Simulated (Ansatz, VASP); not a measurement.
TaN in VASP and in Ansatz

```
CELL_PARAMETERS angstrom
3.68730 0.00000 0.00000
0.00000 3.68730 0.00000
0.00000 0.00000 4.59070
ATOMIC_POSITIONS crystal
Ta 0.00000 0.50000 0.00000
Ta 0.50000 0.00000 0.50000
N 0.00000 0.00000 0.25000
N 0.00000 0.00000 0.75000
```

The cell comes from a database or a generator and needn't be the stable form of this composition.

Alike in both runs: task single point; functional PBE; k mesh 7 × 7 × 6; occupations fermi-dirac, width 0.05 eV; no spin polarisation.

|  | VASP | Ansatz |
| --- | --- | --- |
| version | VASP 6.6.1 | Ansatz 0.2.0 |
| potentials or method | VASP PAW PBE potentials, release 64 (Ta_pv, N) | Ansatz PAW |
| plane-wave cutoff (eV) | 520 | 420 |
| valence electrons in the cell | 32 | 36 |

Ansatz gave:

* gap on the k mesh at the Fermi level (eV): none
* pressure (GPa): -22.5
* largest component of the traceless stress (GPa): 21.59

What did VASP give for the same quantities?

gap on the k mesh at the Fermi level (eV): none; pressure (GPa): -22.3; largest component of the traceless stress (GPa): 21.39.

A gap of «none» marks a metal or a gap that the smearing closes. The two sets of potentials don't hold the same shells in valence.

Caveats: so large a pressure means that the cell lies far from this level's equilibrium, or that cutoff or potentials fall short (VASP); the pressure holds a Pulay correction of +0.3 GPa for the finite cutoff (Ansatz). The runs have no spin-orbit coupling, so splittings on Ta are missing.
